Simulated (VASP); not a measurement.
Write the native input for VASP 6.6.1 that does the following.

```
Task                   : relaxation of cell and atoms
Functional             : PBE
Potentials or basis    : VASP PAW PBE potentials, release 64 (Au)
Cutoff                 : 600 eV
k mesh                 : 7 × 7 × 7
Occupations            : fermi-dirac, width 0.05 eV
Spin                   : no spin polarisation
Further INCAR settings : ALGO = Fast; EDIFF = 1e-06; IBRION = 2; EDIFFG = -0.01; NSW = 60; ISIF = 3
```

The structure of Au lies in POSCAR:

```
Au
1.0
    3.9819500000      0.0000000000      0.0000000000
    0.0000000000      3.9819500000      0.0000000000
    0.0000000000      0.0000000000      3.9819500000
Au
3
Direct
    0.5000000000      0.0000000000      0.0000000000
    0.0000000000      0.5000000000      0.0000000000
    0.0000000000      0.0000000000      0.5000000000
```

The cell was built by a generator and needn't be a form met in nature.

These files were run (other wordings do the same):

INCAR

```
ALGO     = Fast           # electronic algorithm
EDIFF    = 1E-6           # SCF threshold, eV
EDIFFG   = -0.01          # ionic threshold
ENCUT    = 600            # plane-wave cutoff, eV
GGA      = PE             # functional
IBRION   = 2              # ionic algorithm
ISIF     = 3              # what is computed and relaxed
ISMEAR   = -1             # smearing method
LASPH    = T              # aspherical terms in the spheres
LCHARG   = F              # write CHGCAR
LREAL    = F              # projectors in reciprocal space
LWAVE    = F              # write WAVECAR
NELM     = 80             # most SCF steps
NSW      = 60             # ionic steps
PREC     = Accurate       # precision mode
SIGMA    = 0.05           # smearing width, eV
```

KPOINTS

```
k-points
0
Gamma
  7 7 7
```

Potentials or basis: VASP PAW PBE potentials, release 64 (Au).

The run is started by

```console
$ cat potpaw_PBE.64/Au/POTCAR > POTCAR
$ mpirun -np 1 vasp_std > vasp.out
```

Results of the run:

```
Relaxed volume                         : 21.02 Å³/atom
Relaxed cell                           : a = 3.980 Å, b = 3.980 Å, c = 3.980 Å, α = 90.00°, β = 90.00°, γ = 90.00°
Space group after relaxing (to 0.05 Å) : Pm-3m (No. 221)
Energy gained by relaxing              : 0.0 meV/atom
Ionic steps                            : 3
Pressure after relaxing                : 0.0 GPa
Band gap on the k mesh                 : none (metal or under the smearing width)
```

Wall time 19 s on 1 thread of Intel(R) Xeon(R) 6975P-C (Granite Rapids) (shared host), peak memory 0.19 GiB.
